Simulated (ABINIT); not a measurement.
Crystal: Al2Au.

```
Au Al
1.0
     0.00000    3.00000    3.00000
     3.00000    0.00000    3.00000
     3.00000    3.00000    0.00000
Au Al
1 2
Direct
  0.00000 0.00000 0.00000
  0.75000 0.75000 0.75000
  0.25000 0.25000 0.25000
```

- Program: ABINIT 10.8.3 (patched build)
- Task: single point
- Functional: PBE
- Potentials or basis: JTH PAW PBE v2.0
- Cutoff: 544 eV
- k mesh: 8 × 8 × 8
- Occupations: fermi-dirac, width 0.05 eV
- Spin: no spin polarisation

On this cell: pressure 3.1 GPa; largest force zero by symmetry; band gap on the k mesh none (metal or under the smearing width).

The same run follows on a disturbed copy (atoms moved at random, drawn with an rms of 0.05 Å):

```
Au Al
1.0
     0.00000    3.00000    3.00000
     3.00000    0.00000    3.00000
     3.00000    3.00000    0.00000
Au Al
1 2
Direct
  0.99065 0.99085 0.01134
  0.73103 0.75675 0.76314
  0.24172 0.25162 0.25995
```

Question: What does the disturbed cell give?

Answer: The energy (extrapolated to zero smearing) moves by +4.2 meV/atom; pressure 3.2 GPa; largest force 0.415 eV/Å; band gap on the k mesh none (metal or under the smearing width).

Forces in eV/Å, atoms in the order of the input:
```
Au   0.340 -0.104  0.213
Al  -0.248  0.111 -0.043
Al  -0.092 -0.006 -0.171
```

Stress tensor (GPa, compression positive):
```
 3.19 -0.41 -0.39
-0.41  3.26  0.51
-0.39  0.51  3.23
```
